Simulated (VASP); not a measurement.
From an Ansatz input to VASP: BeTe (rocksalt)

Ansatz input

```yaml
crystal:
  lattice:
    - [0.0, 2.6832298834, 2.6832298834]
    - [2.6832298834, 0.0, 2.6832298834]
    - [2.6832298834, 2.6832298834, 0.0]
  atoms:
    - { symbol: Be, position: [0.0, 0.0, 0.0] }
    - { symbol: Te, position: [0.5, 0.5, 0.5] }
kpoints:
  mp_grid: { grid: [8, 8, 8] }
  band_path:
    path:
      - [0.0, 0.0, 0.0]
      - [0.5, 0.0, 0.5]
      - [0.5, 0.25, 0.75]
      - [0.375, 0.375, 0.75]
      - [0.5, 0.5, 0.5]
      - [0.625, 0.25, 0.625]
      - [0.15, 0.15, 0.3]
    npoints: 1
hamiltonian:
  xc: pbesol
scf:
  occupations: { method: fermi_dirac, width: 0.02 }
  n_extra_bands: 4
output:
  forces: true
  stress: true
  eigenvalues: true
```

Which VASP files do the same job?



INCAR

```
EDIFF = 1E-7
ISIF = 2
ENCUT = 520
NSW = 0
ISMEAR = -1
LASPH = .TRUE.
LWAVE = .FALSE.
LCHARG = .FALSE.
IBRION = -1
NELM = 120
SIGMA = 0.02
NBANDS = 11
GGA = PS
LREAL = .FALSE.
PREC = Accurate
```

KPOINTS

```
KPOINTS created by Atomic Simulation Environment
0
Gamma
8 8 8
0 0 0
```

KPOINTS_OPT

```
special points
7
Reciprocal
0.0000000000 0.0000000000 0.0000000000 1
0.5000000000 0.0000000000 0.5000000000 1
0.5000000000 0.2500000000 0.7500000000 1
0.3750000000 0.3750000000 0.7500000000 1
0.5000000000 0.5000000000 0.5000000000 1
0.6250000000 0.2500000000 0.6250000000 1
0.1500000000 0.1500000000 0.3000000000 1
```

POSCAR

```
Be Te
 1.0000000000000000
     0.0000000000000000    2.6832298834472250    2.6832298834472250
     2.6832298834472250    0.0000000000000000    2.6832298834472250
     2.6832298834472250    2.6832298834472250   -0.0000000000000000
 Be  Te
   1   1
Cartesian
 -0.0000000000000000  0.0000000000000000  0.0000000000000000
  2.6832298834472250  2.6832298834472250  2.6832298834472250
```

VASP ran with the recommended PBE PAW datasets (8 valence electrons in the cell). Other inputs would serve too.

|  | Ansatz | VASP |
| --- | --- | --- |
| gap between bands v and c | -1.15 eV (bands overlap: a metal) | -1.15 eV (bands overlap: a metal) |
| least direct gap | 2.11 eV | 2.12 eV |
| pressure | -2.6 GPa | -2.4 GPa |

Each program uses its own PAW datasets. VASP's cell holds 8 valence electrons and Ansatz's 18. Ansatz's stress includes a Pulay correction; VASP's doesn't.
